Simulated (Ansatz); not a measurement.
**CoO: stiffness from a series of strains**

```yaml
crystal:
  lattice:
    - [0.00000, 2.13150, 2.13150]
    - [2.13150, 0.00000, 2.13150]
    - [2.13150, 2.13150, 0.00000]
  atoms:
    - { symbol: Co, position: [0.00000, 0.00000, 0.00000] }
    - { symbol: O, position: [0.50000, 0.50000, 0.50000] }
```

Atoms are numbered in the order listed.

The cell is COD entry 1533087, as deposited and not checked against the literature; nothing was relaxed.

Semilocal functionals without U often leave such compounds metallic or with too small a gap, and the real magnetic order may differ.

Other magnetic orders may lie lower; this is the state that the run reached.

Theory: DFT, PBE, all-electron LAPW, scalar-relativistic (Ansatz 0.2.0).

Numerical set-up: a Γ-centred 16×16×16 k mesh, Fermi–Dirac smearing of 0.05 eV, basis error target 0.5 meV/atom, spin-polarised from start moments Co1 2 μB.

The strain is applied along the Cartesian axes of the cell as listed (the other components stay zero). Fractional coordinates are held (clamped ions).

σ is the change of stress from the unstrained cell, which is at -1.82 GPa; tension is positive, so slopes are stress–strain coefficients at that pressure. In a metal the k mesh adds noise.

Only quantities that a quadratic follows smoothly over the whole series are listed; rougher ones are left out.

| εzz | σzz (GPa) | σxx (GPa) |
| --- | --- | --- |
| -0.0300 | -5.32 | -5.30 |
| -0.0100 | -1.58 | -1.72 |
| 0.0000 | 0.00 | 0.00 |
| 0.0100 | 1.50 | 1.65 |
| 0.0200 | 2.92 | 3.20 |
| 0.0300 | 4.26 | 4.65 |

Task: Fit the series and read off the stiffness at zero strain.

Result: Least-squares fits y = p0 + p1 x + p2 x² to the rows give σzz (GPa): p1 = 159, p2 = -600; σxx (GPa): p1 = 166, p2 = -360. So C11 = 159 GPa and C12 = 166 GPa, which gives B = (C11 + 2 C12)/3 = 164 GPa.

Task: One run, at εzz = -0.0200, is withheld. Predict its row.

Result: The fits give -3.41, -3.47; the run gave -3.32, -3.50.
